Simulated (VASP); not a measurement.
**InSb in VASP: relaxing the cell with several functionals**

One table from this session's results is given with a row withheld; the runs are named, their logs left out.

Program: VASP 6.6.1. PAW datasets, plane waves, zero pressure. Spin-unpolarised throughout. Whether this structure exists isn't addressed.

## The cell

Space group Fm-3m (No. 225), cubic; a = 5.961 Å in the conventional setting, 26.48 Å³ an atom. Around In lie 6 Sb at 2.98 Å; around Sb lie 6 In at 2.98 Å.

Structure file:

```cif
data_structure
_symmetry_space_group_name_H-M 'P 1'
_symmetry_Int_Tables_number 1
_cell_length_a 4.2153
_cell_length_b 4.2153
_cell_length_c 4.2153
_cell_angle_alpha 60.000
_cell_angle_beta 60.000
_cell_angle_gamma 60.000
_cell_volume 52.96
loop_
_atom_site_label
_atom_site_type_symbol
_atom_site_fract_x
_atom_site_fract_y
_atom_site_fract_z
_atom_site_occupancy
In1 In 0.00000 0.00000 0.00000 1
Sb1 Sb 0.50000 0.50000 0.50000 1
```

Set-up of the first run:

File INCAR:

```
ENCUT = 600.000000
SIGMA = 0.020000
EDIFF = 1.00e-07
EDIFFG = -5.00e-03
GGA = PE
PREC = Accurate
IBRION = 2
ISIF = 3
ISMEAR = -1
NBANDS = 16
NELM = 120
NSW = 40
LASPH = .TRUE.
LCHARG = .FALSE.
LWAVE = .FALSE.
LREAL = .FALSE.
```

File KPOINTS:

```
KPOINTS created by Atomic Simulation Environment
0
Gamma
6 6 6
0 0 0
```

File POSCAR:

```
In Sb
 1.0000000000000000
     0.0000000000000000    2.9806990000000000    2.9806990000000000
     2.9806990000000000    0.0000000000000000    2.9806990000000000
     2.9806990000000000    2.9806990000000000    0.0000000000000000
 In  Sb
   1   1
Cartesian
  0.0000000000000000  0.0000000000000000  0.0000000000000000
  2.9806990000000000  2.9806990000000000  2.9806990000000000
```

Potentials: the recommended PBE PAW datasets, 18 valence electrons in the neutral cell.

Steps of the session up to this table: PBE: cell and atoms; Relaxing with r2SCAN; Relaxing with PBEsol; Relaxation with LDA.

One table of the session follows, with a row left open; its other results are not shown here.

```
 level  a (Å)  volume (Å³/atom)
   PBE  6.147            29.039
r2SCAN  6.089            28.224
PBEsol      ?                 ?
   LDA  5.984            26.778
```

Estimate the missing values for PBEsol.

**Answer.** a (Å): 6.038; volume (Å³/atom): 27.511. In the column «a (Å)» it lies between LDA (5.984) and r2SCAN (6.089).

The PBE run changed the volume by +9.7 % from its own start of 26.48 Å³/atom. The volume spreads over 8.4 %, from LDA to PBE. LDA's volume lies 7.8 % below PBE's.
